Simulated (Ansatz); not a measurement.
**Two Ansatz runs on NbC**

The cell comes from COD entry 1011323, which wasn't checked; take it as a given geometry. It is an old determination, and later ones may differ.

First run: DFT, PBE, PAW with Ansatz's default frozen-core files, fully relativistic files with spin-orbit coupling (Ansatz 0.2.0).

Command: `ansatz run input.yaml --threads 1 --pin off --max-ram 2048MiB --backend cpu --events-out ev --progress --plain --runs-dir out` The run took 29 s on 1 thread of Arm Neoverse V1 (shared host), peak memory 0.52 GiB.

```yaml
crystal:
  lattice:
    - [0.0, 2.2, 2.2]
    - [2.2, 0.0, 2.2]
    - [2.2, 2.2, 0.0]
  atoms:
    - { symbol: Nb, position: [0.0, 0.0, 0.0] }
    - { symbol: C, position: [0.5, 0.5, 0.5] }
kpoints:
  mp_grid: { grid: [14, 14, 14] }
  band_path:
    path:
      - [0.0, 0.0, 0.0]
      - [0.5, 0.0, 0.5]
      - [0.625, 0.25, 0.625]
      - [0.375, 0.375, 0.75]
      - [0.0, 0.0, 0.0]
      - [0.5, 0.5, 0.5]
      - [0.5, 0.25, 0.75]
      - [0.5, 0.0, 0.5]
    npoints: 5
scf:
  occupations: { method: fermi_dirac, width: 0.05 }
hamiltonian:
  xc: pbe
  pseudopotentials: { kind: paw_fr }
output:
  forces: true
  stress: true
  eigenvalues: true
  efg: { contact_densities: true }
  write_density: true
  write_potential: true
  elf: true
  volumetric_format: npy
magnetization:
  noncollinear: true
  spin_orbit: true
```

Result: converged; pressure 19.46 GPa; 8 SCF iterations.

Spin polarisation is left out, and whether a magnetic state lies lower isn't shown here.

A second input differs as follows:

```diff
@@ -22,7 +22,9 @@
 scf:
   occupations: { method: fermi_dirac, width: 0.05 }
+  max_iter: 100
 hamiltonian:
   xc: pbe
   pseudopotentials: { kind: paw_fr }
+  hubbard: { sites: [{ species: Nb, l: d, u_eff: -5.0 }] }
 output:
   forces: true
@@ -30,8 +32,4 @@
   eigenvalues: true
   efg: { contact_densities: true }
-  write_density: true
-  write_potential: true
-  elf: true
-  volumetric_format: npy
 magnetization:
   noncollinear: true
```

Problem. What is wrong with it, and what does the program do?

Solution. The fault is an enormous or negative U. The run converged; pressure 17.14 GPa; 8 SCF iterations. Such numbers aren't properties of the crystal. The log ends:
```
  P = ⅓ Tr σ = 17.1446 GPa (171.446 kbar)
--- PAW observables at the nuclei: V_zz in 10²¹ V/m², potentials from the cell's mean, atoms counted from 1 ---
  atom   1  Nb V_zz =    -0.000000   η = 0.0000   by run symmetry: forbidden
            electrostatic potential = -6148.040221 V   contact ρ = 541734.189438 e/Å³
  atom   2  C  V_zz =    -0.000000   η = 0.0000   by run symmetry: forbidden
            electrostatic potential = -427.318960 V   contact ρ = 869.445754 e/Å³
--- Band table (eV; the first three rows and the last of 104) ---
  k-point 0: bands = ["-35.6388", "-35.6388", "-12.8143", "-12.8143", "-10.6699", "-10.6699", "-10.6699", "-10.6699", "6.0179", "6.0179", "17.9731", "17.9731", "17.9731", "17.9731", "18.0442", "18.0442", "19.3028", "19.3028", "19.3784", "19.3784", "19.3784", "19.3784", "19.8921", "19.8921", "19.8921", "19.8921", "27.8874", "27.8874", "29.7689", "29.7689", "42.8416", "42.8416", "42.8416", "42.8416", "42.9793", "42.9793"]
  k-point 1: bands = ["-35.6322", "-35.6322", "-12.8329", "-12.8329", "-10.7105", "-10.7105", "-10.6750", "-10.6750", "6.1568", "6.1568", "17.4488", "17.4488", "17.7771", "17.7771", "17.8332", "17.8332", "18.5823", "18.5823", "18.6290", "18.6290", "19.6546", "19.6546", "21.0988", "21.0988", "21.1114", "21.1114", "28.1195", "28.1195", "30.1076", "30.1076", "41.7698", "41.7698", "42.2630", "42.2630", "42.3061", "42.3061"]
  k-point 2: bands = ["-35.6145", "-35.6145", "-12.8868", "-12.8868", "-10.8196", "-10.8196", "-10.6892", "-10.6892", "6.5544", "6.5544", "16.4021", "16.4021", "16.8548", "16.8548", "16.8809", "16.8809", "18.7499", "18.7499", "18.7671", "18.7671", "20.0832", "20.0832", "22.6846", "22.6846", "22.6970", "22.6970", "28.6872", "28.6872", "31.0116", "31.0116", "39.9390", "39.9390", "40.6446", "40.6446", "40.6989", "40.6989"]
  k-point 103: bands = ["-35.4598", "-35.4598", "-13.2920", "-13.2920", "-11.3398", "-11.3398", "-11.1427", "-11.1427", "7.9301", "7.9301", "14.8753", "14.8753", "14.9184", "14.9184", "15.1957", "15.1957", "20.5957", "20.5957", "21.6912", "21.6912", "22.9436", "22.9436", "24.9308", "24.9308", "25.7705", "25.7705", "32.7724", "32.7724", "33.7118", "33.7118", "33.8601", "33.8601", "37.6159", "37.6159", "39.4641", "39.4641"]
Occupation matrices written to <dir>
```
